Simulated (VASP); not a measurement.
Here is a VASP 6.6.1 calculation.

INCAR

```
SYSTEM = TaAs
ALGO = Normal
DIPOL = 0.5 0.5 0.500
EDIFF = 1E-6
EFIELD = -0.3
ENCUT = 520
GGA = PE
IDIPOL = 3
ISIF = 2
ISMEAR = -1
LASPH = .True.
LCHARG = .False.
LDIPOL = .True.
LREAL = .False.
LVACPOTAV = .True.
LVHAR = .True.
LWAVE = .False.
NELM = 60
PREC = Accurate
SIGMA = 0.05
```

The input KPOINTS:

```
k-points
0
Gamma
  8 8 1
  0 0 0
```

POSCAR

```
TaAs
1.0
    3.4436267244      0.0000000000      0.0000000000
    0.0000000000      3.4436267244      0.0000000000
    0.0000000000      0.0000000000     24.7720569659
Ta As
4 4
Direct
    0.5000000000      0.5000000000      0.3027604857
    0.0000000000      0.5000000000      0.4211992077
    0.0000000000      0.0000000000      0.5396379297
    0.5000000000      0.0000000000      0.6580766517
    0.0000000000      0.0000000000      0.3419233483
    0.5000000000      0.0000000000      0.4603620703
    0.5000000000      0.5000000000      0.5788007923
    0.0000000000      0.5000000000      0.6972395143
```

Potentials or basis: VASP PAW PBE potentials, release 64 (Ta_pv, As).

Launch:

```bash
$ cat potpaw_PBE.64/Ta_pv/POTCAR potpaw_PBE.64/As/POTCAR > POTCAR
$ mpirun -np 1 vasp_std > vasp.out
```

Task: What does it give for the band gap on the k mesh?

Result: None (metal or under the smearing width).

Task: Predict the largest force.

Result: 0.813 eV/Å.

Forces on the atoms (eV/Å):
```
Ta   0.000  0.000  0.813
Ta   0.000  0.000 -0.202
Ta   0.000  0.000 -0.270
Ta   0.000  0.000 -0.233
As   0.000  0.000 -0.811
As   0.000  0.000  0.121
As   0.000  0.000  0.042
As   0.000  0.000  0.540
```

Spin-orbit coupling is left out, which matters for the levels of Ta.
